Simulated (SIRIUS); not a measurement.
# NaCl under changes of volume

One of the cells (21.813 Å³/atom); the others are scaled copies at fixed shape and fractional positions:

```
Cl Na
1.0
     0.00000    2.79406    2.79406
     2.79406    0.00000    2.79406
     2.79406    2.79406    0.00000
Cl Na
1 1
Direct
  0.50000 0.50000 0.50000
  0.00000 0.00000 0.00000
```

The cell is a database's computed one.

```yaml
Program: SIRIUS 7.12.0
Functional: AM05
Potentials_or_basis: all-electron FP-LAPW
Cutoff: 158 eV
Basis: apw+lo standard
k_mesh: 8 × 8 × 8
Occupations: fermi-dirac, width 0.05 eV
Spin: no spin polarisation
```

```tsv
volume (Å³/atom)	energy over the lowest point (meV/atom)	gap on the mesh (eV)
20.504	?	?
20.940	13.27	5.38
21.376	7.64	5.31
21.813	3.52	5.23
22.249	1.16	5.16
22.685	0.00	5.09
23.121	0.14	5.02
```

**Question.** What does the run at 20.504 Å³/atom give?

**Answer.** Energy over the lowest point 20.90 meV/atom; gap on the mesh 5.47 eV.

Worked out: A Birch-Murnaghan fit of order 3 (a polynomial in V^(-2/3)) to the other rows has its minimum at 22.85 Å³/atom with B0 = V·E''(V) = 23 GPa and B' = 4.4. It gives 20.84 meV/atom at 20.504 Å³/atom, against the run's 20.90. A straight line through the other rows of the gap, of slope -3.65 eV per unit of ln V (its deformation potential), extrapolates to 5.46 eV, against the run's 5.47.

Energies are extrapolated to zero smearing.
